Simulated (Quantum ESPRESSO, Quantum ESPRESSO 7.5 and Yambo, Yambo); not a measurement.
# Beyond one shot: CdS (Hawleyite)

Wanted: G0W0 and self-consistent gaps of CdS (Hawleyite), with the cost of the cycles.

Program: Quantum ESPRESSO 7.5 and Yambo 5.3.0. Level of theory: PBE and many-body steps on it, plane waves. Results are calculated unless marked as measured.

**Experimental background.**

- Gap 2.42 eV: optical gap from inflexion point of photoacoustic spectrum, as-grown film; photoacoustic spectroscopy; film (as-grown chemical bath deposited film, about 0.25 um thick, deposited at 80 C) (“Study of the band--gap shift in CdS films: Influence of thermal annealing in different atmospheres”, 1995, arxiv:cond-mat/9501125).

Report form: the programs' logs are mostly left out.

## (1) The structure

The structure is cubic, space group F-43m (No. 216). Conventional cell: a = 5.833 Å, b = 5.833 Å, c = 5.833 Å, α = 90.00°, β = 90.00°, γ = 90.00°. Nearest to Cd lie 4 S at 2.53 Å. Nearest to S lie 4 Cd at 2.53 Å. Farther neighbours and most contacts between anions are not listed.

The cell and positions come from the Crystallography Open Database and are kept as given unless a step says otherwise.

## (2) Empty states on the mesh, 4×4×4 mesh, 125 bands

This step: Quantum ESPRESSO 7.5; DFT, PBE, plane waves, norm-conserving pseudopotentials.

The sums over transitions need many empty states on a uniform mesh; this step solves for them.

pw.in

```
&control
  calculation = 'nscf'
  prefix = 'x'
  outdir = 'o'
  pseudo_dir = 'pseudo'
/
&system
  ibrav = 0
  nat = 2
  ntyp = 2
  ecutwfc = 94.0
  nbnd = 125
  force_symmorphic = .true.
/
&electrons
  conv_thr = 1e-9
  electron_maxstep = 80
  diago_full_acc = .true.
  diago_thr_init = 5e-6
/
ATOMIC_SPECIES
  Cd 112.41 Cd.upf
  S 32.06 S.upf
CELL_PARAMETERS angstrom
  -0.0000000000 2.9165000000 2.9165000000
  2.9165000000 -0.0000000000 2.9165000000
  2.9165000000 2.9165000000 -0.0000000000
ATOMIC_POSITIONS crystal
  Cd 0.0000000000 0.0000000000 0.0000000000
  S 0.2500000000 0.2500000000 0.2500000000
K_POINTS automatic
  4 4 4 0 0 0
```

On the command line:

```bash
$ OMP_NUM_THREADS=1 mpirun -n 4 pw.x -nk 4 -in pw.in > pw.out
```

Wall time 14 s (4 MPI ranks of Arm Neoverse V1, shared host); peak memory 0.43 GiB; 56 s of CPU time.

This step gave:

```
gap                                                           : 1.145 eV
k of the valence top                                          : 0, 0, 0
k of the conduction bottom                                    : 0, 0, 0
least direct gap                                              : 1.145 eV
k points computed                                             : 8
lowest point of the top converged band, above the valence top : 89.8717 eV
```

On this mesh the gap is 1.145 eV.

The density comes from a self-consistent run that is not shown.

## (3) Conversion and set-up

This step: Yambo 5.3.0; conversion and set-up on PBE, plane waves, norm-conserving pseudopotentials.

The states are converted to the many-body program's format and the q mesh is built.

On the command line:

```bash
$ (cd o/x.save; p2y > p2y.log; mv SAVE ../..); yambo > setup.log
```

Run time: 2.9 s. Hardware: 1 MPI rank; peak memory 0.25 GiB.

## (4) G0W0

G0W0 replaces the xc potential by the self-energy, built once from these orbitals. Only a window of levels is corrected, while the sums run over the empty bands that the input names.

This step: G0W0 on PBE, plane waves, norm-conserving pseudopotentials.

gw1.in

```
HF_and_locXC
gw0
dyson
ppa
em1d
rim_cut
RandQpts= 1000000
RandGvec= 1 RL
EXXRLvcs= 94 Ry
VXCRLvcs= 376 Ry
Chimod= "HARTREE"
% BndsRnXp
 1 | 125 |
%
NGsBlkXp= 12 Ry
% LongDrXp
 1 | 1 | 1 |
%
% GbndRnge
 1 | 125 |
%
DysSolver= "n"
ExtendOut
PPAPntXp= 27.21138 eV
% QPkrange
 1 | 8 | 5 | 17 |
%
```

On the command line:

```bash
$ OMP_NUM_THREADS=1 mpirun -n 4 yambo -F gw1.in -J gw1 -C gw1 > gw1.log
```

Run time: 13 min. Hardware: 4 MPI ranks; peak memory 2.1 GiB; 50 min of CPU time.

Numbers from this step:

```yaml
g0w0_gap_on_the_mesh: 2.129 eV
starting_gap_on_the_mesh: 1.145 eV
k_of_the_valence_top: 0, 0, 0
k_of_the_conduction_bottom: 0, 0, 0
least_direct_g0w0_gap_on_the_computed_points: 2.129 eV
z_at_the_valence_top: 0.7863
z_at_the_conduction_bottom: 0.8158
```

The gap on the mesh goes from 1.14 eV to 2.13 eV, a correction of +0.98 eV.

## (5) evGW0, cycle 1

This step: evGW0 on PBE, plane waves, norm-conserving pseudopotentials.

gw2.in, as its differences from gw1.in of step 4:

```diff
@@ -27 +27,2 @@
 %
+GfnQPdb= "E < ./gw1/ndb.QP"
```

On the command line:

```bash
$ OMP_NUM_THREADS=1 mpirun -n 4 yambo -F gw2.in -J gw2,gw1_W -C gw2 > gw2.log
```

The job ended after 11 min (4 MPI ranks; peak memory 2 GiB).

This step gave:

- quasiparticle gap on the mesh: 2.237 eV
- gap of the density functional on the mesh: 1.145 eV
- k of the valence top: 0, 0, 0
- k of the conduction bottom: 0, 0, 0
- least direct quasiparticle gap on the computed points: 2.237 eV
- Z at the valence top: 0.7896
- Z at the conduction bottom: 0.8265

Against G0W0 in Yambo (4×4×4 mesh, 125 bands, screening to 163.3 eV, Godby-Needs plasmon pole), the gap moves by +0.108 eV.

The program's own table gives 2.407 eV, which is too large where the input levels are shifted: this version takes Σc at the unshifted level E₀, yet steps from the shifted one. The value above is the Newton step from E₀, E₀ + Z(Σc + Σx − Vxc), rebuilt from the printed columns.

## (6) evGW0, cycle 2

The corrected levels of the last cycle go back in.

gw3.in, as its differences from gw2.in of step 5:

```diff
@@ -27,2 +27,2 @@
 %
-GfnQPdb= "E < ./gw1/ndb.QP"
+GfnQPdb= "E < ./gw2_fix/ndb.QP"
```

On the command line:

```bash
$ OMP_NUM_THREADS=1 mpirun -n 4 yambo -F gw3.in -J gw3,gw1_W -C gw3 > gw3.log
```

Run time: 11 min. Hardware: 4 MPI ranks; peak memory 2 GiB.

This step gave:

- quasiparticle gap on the mesh: 2.249 eV
- gap of the density functional on the mesh: 1.145 eV
- k of the valence top: 0, 0, 0
- k of the conduction bottom: 0, 0, 0
- least direct quasiparticle gap on the computed points: 2.249 eV

Against the cycle before, the gap moves by +0.013 eV.

The program's own table gives 2.437 eV, which is too large where the input levels are shifted: this version takes Σc at the unshifted level E₀, yet steps from the shifted one. The value above is the Newton step from E₀, E₀ + Z(Σc + Σx − Vxc), rebuilt from the printed columns.

## (7) evGW0, cycle 3

gw4.in, as its differences from gw3.in of step 6:

```diff
@@ -27,2 +27,2 @@
 %
-GfnQPdb= "E < ./gw2_fix/ndb.QP"
+GfnQPdb= "E < ./gw3_fix/ndb.QP"
```

On the command line:

```bash
$ OMP_NUM_THREADS=1 mpirun -n 4 yambo -F gw4.in -J gw4,gw1_W -C gw4 > gw4.log
```

Elapsed: 11 min, on 4 MPI ranks; peak memory 2 GiB; 45 min of CPU time.

This step gave:

- quasiparticle gap on the mesh: 2.251 eV
- gap of the density functional on the mesh: 1.145 eV
- k of the valence top: 0, 0, 0
- k of the conduction bottom: 0, 0, 0
- least direct quasiparticle gap on the computed points: 2.251 eV

Against the cycle before, the gap moves by +0.002 eV.

The program's own table gives 2.441 eV, which is too large where the input levels are shifted: this version takes Σc at the unshifted level E₀, yet steps from the shifted one. The value above is the Newton step from E₀, E₀ + Z(Σc + Σx − Vxc), rebuilt from the printed columns.

## (8) evGW, cycle 1

This step: evGW on PBE, plane waves, norm-conserving pseudopotentials.

gw5.in, as its differences from gw4.in of step 7:

```diff
@@ -27,2 +27,3 @@
 %
-GfnQPdb= "E < ./gw3_fix/ndb.QP"
+GfnQPdb= "E < ./gw1/ndb.QP"
+XfnQPdb= "E < ./gw1/ndb.QP"
```

On the command line:

```bash
$ OMP_NUM_THREADS=1 mpirun -n 4 yambo -F gw5.in -J gw5 -C gw5 > gw5.log
```

The job ended after 12 min (4 MPI ranks; peak memory 2.1 GiB; 50 min of CPU time).

Numbers from this step:

```
quasiparticle gap on the mesh                         : 2.424 eV
gap of the density functional on the mesh             : 1.145 eV
k of the valence top                                  : 0, 0, 0
k of the conduction bottom                            : 0, 0, 0
least direct quasiparticle gap on the computed points : 2.424 eV
```

Against G0W0 in Yambo (4×4×4 mesh, 125 bands, screening to 163.3 eV, Godby-Needs plasmon pole), the gap moves by +0.295 eV.

The program's own table gives 2.582 eV, which is too large where the input levels are shifted: this version takes Σc at the unshifted level E₀, yet steps from the shifted one. The value above is the Newton step from E₀, E₀ + Z(Σc + Σx − Vxc), rebuilt from the printed columns.

## (9) evGW, cycle 2

gw6.in, as its differences from gw5.in of step 8:

```diff
@@ -27,3 +27,3 @@
 %
-GfnQPdb= "E < ./gw1/ndb.QP"
-XfnQPdb= "E < ./gw1/ndb.QP"
+GfnQPdb= "E < ./gw5_fix/ndb.QP"
+XfnQPdb= "E < ./gw5_fix/ndb.QP"
```

On the command line:

```bash
$ OMP_NUM_THREADS=1 mpirun -n 4 yambo -F gw6.in -J gw6 -C gw6 > gw6.log
```

Elapsed: 13 min, on 4 MPI ranks; peak memory 2.1 GiB; 51 min of CPU time.

This step gave:

| Property | Result |
| --- | --- |
| quasiparticle gap on the mesh | 2.510 eV |
| gap of the density functional on the mesh | 1.145 eV |
| k of the valence top | 0, 0, 0 |
| k of the conduction bottom | 0, 0, 0 |
| least direct quasiparticle gap on the computed points | 2.510 eV |

Against the cycle before, the gap moves by +0.087 eV.

The program's own table gives 2.707 eV, which is too large where the input levels are shifted: this version takes Σc at the unshifted level E₀, yet steps from the shifted one. The value above is the Newton step from E₀, E₀ + Z(Σc + Σx − Vxc), rebuilt from the printed columns.

## (10) evGW, cycle 3

gw7.in, as its differences from gw6.in of step 9:

```diff
@@ -27,3 +27,3 @@
 %
-GfnQPdb= "E < ./gw5_fix/ndb.QP"
-XfnQPdb= "E < ./gw5_fix/ndb.QP"
+GfnQPdb= "E < ./gw6_fix/ndb.QP"
+XfnQPdb= "E < ./gw6_fix/ndb.QP"
```

On the command line:

```bash
$ OMP_NUM_THREADS=1 mpirun -n 4 yambo -F gw7.in -J gw7 -C gw7 > gw7.log
```

Wall time 13 min (4 MPI ranks); peak memory 2.1 GiB; 50 min of CPU time.

Numbers from this step:

```
quasiparticle gap on the mesh                         : 2.538 eV
gap of the density functional on the mesh             : 1.145 eV
k of the valence top                                  : 0, 0, 0
k of the conduction bottom                            : 0, 0, 0
least direct quasiparticle gap on the computed points : 2.538 eV
```

Against the cycle before, the gap moves by +0.027 eV.

The program's own table gives 2.745 eV, which is too large where the input levels are shifted: this version takes Σc at the unshifted level E₀, yet steps from the shifted one. The value above is the Newton step from E₀, E₀ + Z(Σc + Σx − Vxc), rebuilt from the printed columns.

## (11) evGW, cycle 4

gw8.in, as its differences from gw7.in of step 10:

```diff
@@ -27,3 +27,3 @@
 %
-GfnQPdb= "E < ./gw6_fix/ndb.QP"
-XfnQPdb= "E < ./gw6_fix/ndb.QP"
+GfnQPdb= "E < ./gw7_fix/ndb.QP"
+XfnQPdb= "E < ./gw7_fix/ndb.QP"
```

On the command line:

```bash
$ OMP_NUM_THREADS=1 mpirun -n 4 yambo -F gw8.in -J gw8 -C gw8 > gw8.log
```

Elapsed: 13 min, on 4 MPI ranks; peak memory 2.1 GiB; 51 min of CPU time.

Numbers from this step:

| Property | Result |
| --- | --- |
| quasiparticle gap on the mesh | 2.546 eV |
| gap of the density functional on the mesh | 1.145 eV |
| k of the valence top | 0, 0, 0 |
| k of the conduction bottom | 0, 0, 0 |
| least direct quasiparticle gap on the computed points | 2.546 eV |

Against the cycle before, the gap moves by +0.008 eV.

The program's own table gives 2.757 eV, which is too large where the input levels are shifted: this version takes Σc at the unshifted level E₀, yet steps from the shifted one. The value above is the Newton step from E₀, E₀ + Z(Σc + Σx − Vxc), rebuilt from the printed columns.

## (12) Side by side

Times are wall times on 4 MPI ranks of Arm Neoverse V1, shared host, good to a factor of about two.

| run | mesh | bands | screening cutoff (eV) | DFT gap (eV) | gap on the mesh (eV) | direct (eV) | time |
| --- | --- | --- | --- | --- | --- | --- | --- |
| G0W0 | 4×4×4 | 125 | 163.3 | 1.145 | 2.129 | 2.129 | 13 min |
| evGW0, cycle 1 | 4×4×4 | 125 | 163.3 | 1.145 | 2.237 | 2.237 | 11 min |
| evGW0, cycle 2 | 4×4×4 | 125 | 163.3 | 1.145 | 2.249 | 2.249 | 11 min |
| evGW0, cycle 3 | 4×4×4 | 125 | 163.3 | 1.145 | 2.251 | 2.251 | 11 min |
| evGW, cycle 1 | 4×4×4 | 125 | 163.3 | 1.145 | 2.424 | 2.424 | 12 min |
| evGW, cycle 2 | 4×4×4 | 125 | 163.3 | 1.145 | 2.510 | 2.510 | 13 min |
| evGW, cycle 3 | 4×4×4 | 125 | 163.3 | 1.145 | 2.538 | 2.538 | 13 min |
| evGW, cycle 4 | 4×4×4 | 125 | 163.3 | 1.145 | 2.546 | 2.546 | 13 min |

## (13) Summary of results

```yaml
g0w0: 2.129 eV
evgw0_cycle_1: 2.237 eV
evgw0_cycle_2: 2.249 eV
evgw0_cycle_3: 2.251 eV
evgw_cycle_1: 2.424 eV
evgw_cycle_2: 2.510 eV
evgw_cycle_3: 2.538 eV
evgw_cycle_4: 2.546 eV
known_limits: not at the basis limit; no spin-orbit coupling; coarse k mesh
```

evGW0 ends at 2.25 eV, +0.12 eV from G0W0, after 3 cycles that took 34 min beside the first screening; the last moved the gap by 0.002 eV. evGW ends at 2.55 eV, +0.42 eV from G0W0, after 4 cycles that took 50 min beside the first screening; the last moved the gap by 0.008 eV. Against experiment, by evGW, cycle 4: the gap of 2.55 eV lies +0.13 eV from the measured 2.42 eV (optical, 1995). An exciton line or allowed optical edge lies below the quasiparticle gap by the binding energy; a forbidden edge can push the onset above it. These are gaps on the mesh, at modest bands and cutoff. The calculation has static nuclei and no excitons; a measured gap holds zero-point and thermal motion, which mostly lowers it. Bands and cutoff are finite, so the gap is not at the basis limit. The miss can reach some tenths of an eV and take either sign; the mesh is an error of its own. The 4×4×4 mesh is coarse for this cell, which bears on the long-range parts of exchange and screening. The many-body steps are scalar-relativistic: spin-orbit coupling is not in them.

[Paths, hosts, dates, memory and timing lines, banners, echoed tables and standing remarks are left out of the program output.]

[Logs are printed without paths, hosts, clocks, repeated set-up lines and the standing remarks that a program may print on its own settings, such as how far it seeks lower states.]

[Runs of the session that timed out or met a known fault of the program may be left out.]

[Hosts, paths, dates, database ids (printed as entryN), source tags and the programs' standing remarks are cut or masked in the printed files.]
